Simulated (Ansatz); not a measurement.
Os under changes of volume

One of the cells (14.716 Å³/atom); the others are scaled copies at fixed shape and fractional positions:

```
Os
1.0
     0.00000    1.94500    1.94500
     1.94500    0.00000    1.94500
     1.94500    1.94500    0.00000
Os
1
Direct
  0.00000 0.00000 0.00000
```

This isn't the form of Os at room conditions, which is hcp.

- Program: Ansatz 0.2.0
- Functional: PBE
- Potentials or basis: all-electron LAPW, scalar-relativistic
- Cutoff: 296 eV (chosen from the basis error)
- Basis error allowed: 0.0005 eV/atom
- k mesh: 12 × 12 × 12
- Occupations: fermi-dirac, width 0.05 eV
- Spin: no spin polarisation

| volume (Å³/atom) | energy over the lowest point (meV/atom) | pressure (GPa) |
| --- | --- | --- |
| 13.833 | ? | ? |
| 14.127 | 2.24 | 5.4 |
| 14.422 | 0.00 | -2.7 |
| 14.716 | 11.89 | -10.0 |
| 15.010 | 36.32 | -16.4 |
| 15.305 | 71.87 | -22.1 |
| 15.599 | 117.25 | -27.1 |

What does the run at 13.833 Å³/atom give?

Energy over the lowest point 20.40 meV/atom; pressure 14.6 GPa.

Worked out: A Birch-Murnaghan fit of order 3 (a polynomial in V^(-2/3)) to the other rows has its minimum at 14.32 Å³/atom with B0 = V·E''(V) = 390 GPa and B' = 4.8. It gives 20.37 meV/atom at 13.833 Å³/atom, against the run's 20.40, and -dE/dV = 14.6 GPa, against 14.6.

Energies are extrapolated to zero smearing.

The runs don't all hold the same shells in valence.
